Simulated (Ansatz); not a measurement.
HfO2 on the sites of the anatase structure (relaxed group I4_1/amd), relaxed with r2SCAN. The symmetry is I4_1/amd (No. 141, tetragonal); conventional cell a = 3.993 Å, c = 10.545 Å, 14.01 Å³ an atom. Hf has 6 O at 2.06–2.13 Å; O has 3 Hf at 2.06–2.13 Å.

```cif
data_structure
_symmetry_space_group_name_H-M 'I4_1/amd:1'
_symmetry_Int_Tables_number 141
_cell_length_a 3.9929
_cell_length_b 3.9929
_cell_length_c 10.5450
_cell_angle_alpha 90.000
_cell_angle_beta 90.000
_cell_angle_gamma 90.000
_cell_volume 168.12
loop_
_atom_site_label
_atom_site_type_symbol
_atom_site_symmetry_multiplicity
_atom_site_Wyckoff_symbol
_atom_site_fract_x
_atom_site_fract_y
_atom_site_fract_z
_atom_site_occupancy
Hf1 Hf 4 a 0.00000 0.00000 0.00000 1
O1 O 8 e 0.00000 0.50000 0.45211 1
```

The questions ask for values computed with the plane-wave code Ansatz on this geometry. Values at 0 K without nuclear motion; no magnetic order is allowed, and the phase may be a hypothetical one.

Given (10×10×10 mesh): With PBE the valence top lies at M and the conduction bottom at Γ, 4.46 eV higher; the smallest vertical gap, at Γ–M (0.30 of the way from Γ), is 4.71 eV.

(1) What does PBE+SOC give for the gap (10×10×10 mesh)?

(2) How does the gap change from PBE to r2SCAN (10×10×10)?

(3) What does HSE06 give for the gap (6×6×6 mesh)?

(4) What does PBE0 give for the gap (6×6×6 mesh)?

(5) What are ε∞ and the Born charges with r2SCAN?

(6) Relaxed again with PBEsol, is the cell stable at the zone centre, and where do its optical modes lie?

Results:

(1) With PBE+SOC the valence top lies at M and the conduction bottom at Γ, 4.46 eV higher; the smallest vertical gap, at Γ–M (0.30 of the way from Γ), is 4.66 eV. The gap differs by 0.00 eV from PBE's.

(2) The r2SCAN gap is indirect, 5.02 eV (M to Γ), below the direct gap of 5.27 eV at Γ–M (0.30 of the way from Γ). The gap differs by +0.56 eV from PBE's.

(3) HSE06 gives an indirect gap of 6.13 eV, from M to Γ; the least direct gap is 6.39 eV at Γ–M (0.33 of the way from Γ). The gap differs by +1.67 eV from PBE's.

(4) PBE0 gives an indirect gap of 6.88 eV, from M to Γ; the least direct gap is 7.15 eV at Γ–M (0.33 of the way from Γ). The gap differs by +2.42 eV from PBE's.

(5) The electronic dielectric tensor ε∞ is 3.90 along x and y, 3.82 along z. Born charges, averaged over directions: Hf +5.10, O -2.55 e. The program notes that the ground state's band table doesn't vouch for all the bands that the response reads.

(6) All optical modes at Γ are real, from 113 to 645 cm⁻¹ without the longitudinal term; this says nothing of other wave vectors. With the long-range field the highest mode reaches 761 cm⁻¹.

Only the levels marked +SOC include spin-orbit coupling.
